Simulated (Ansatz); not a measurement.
What does this script print? It uses the Python package of Ansatz (0.2.0).

The script reads `tan.yaml`:
```yaml
crystal:
  lattice:
    - [5.191, 0.0, 0.0]
    - [-2.5955, 4.495538, 0.0]
    - [0.0, 0.0, 2.908]
  atoms:
    - { symbol: Ta, position: [0.0, 0.0, 0.0] }
    - { symbol: Ta, position: [0.333333, 0.666667, 0.5] }
    - { symbol: Ta, position: [0.666667, 0.333333, 0.5] }
    - { symbol: "N", position: [0.5, 0.0, 0.0] }
    - { symbol: "N", position: [0.5, 0.5, 0.0] }
    - { symbol: "N", position: [0.0, 0.5, 0.0] }
kpoints:
  mp_grid: { kspacing: 0.3 }
hamiltonian:
  xc: pbe
scf:
  occupations: { method: fermi_dirac, width: 0.1 }
basis:
  ecutwfc: 470
output:
  forces: true
  stress: true
  eigenvalues: true
```

`tan_yaml_run.py`:
```python
"""Run a YAML input for TaN from Python."""

import warnings

import ansatz as az
import pandas as pd
import yaml


def main() -> None:
    warnings.simplefilter("ignore", az.DeckWarning)

    with open("tan.yaml") as handle:
        tree = yaml.safe_load(handle)
    print("sections:", list(tree))
    done = az.Session.from_dict(tree).plan().execute()
    report = done.report

    print("%-22s %14.5f eV" % ("F = E - TS", report["free_energy_ev"]))
    print("%-22s %14.5f eV" % ("E", report["internal_energy_ev"]))
    print("%-22s %14.5f eV" % ("Harris-Foulkes", report["harris_foulkes_ev"]))
    print("%-22s %14.5f eV" % ("Fermi level", report["fermi_energy_ev"]))

    # forces in eV per angstrom
    table = pd.DataFrame(report["forces_ev_ang"], columns=["fx", "fy", "fz"])
    table.insert(0, "atom", [site["symbol"] for site in report["lattice"]["sites"]])
    print(table.round(4).to_string())


if __name__ == "__main__":
    main()
```

Output of `python tan_yaml_run.py`:
```text
sections: ['crystal', 'kpoints', 'hamiltonian', 'scf', 'basis', 'output']
F = E - TS               -30953.06110 eV
E                        -30953.03178 eV
Harris-Foulkes           -30953.06110 eV
Fermi level                  19.65310 eV
  atom   fx   fy   fz
0   Ta  0.0  0.0  0.0
1   Ta  0.0 -0.0  0.0
2   Ta  0.0  0.0  0.0
3    N -0.0 -0.0  0.0
4    N  0.0  0.0  0.0
5    N  0.0  0.0  0.0
```

Absolute energies stand on the zero of these potentials, so only differences at equal settings mean something. A total without «per atom» is that of the cell as typed. No spin polarisation was allowed. The mesh is modest for a metal, so energies can be off by several to tens of meV an atom and pressures by half a GPa or more; differences at equal mesh fare better. An absolute Fermi energy rests on an arbitrary zero of the periodic potential and has no direct meaning. Spin-orbit coupling, which matters for elements this heavy, is left out. At these settings the cell as given stands under about 10 GPa, so it isn't at this functional's equilibrium volume. The starting cell is as deposited in a crystallographic database; the results hold for this polymorph, which needn't be the stable one. Finished in 4.2 s on 1 thread of Arm Neoverse V1, with other jobs on the host, peak memory 0.45 GiB.

(Lines on the test bed's own set-up are left out of the output.)
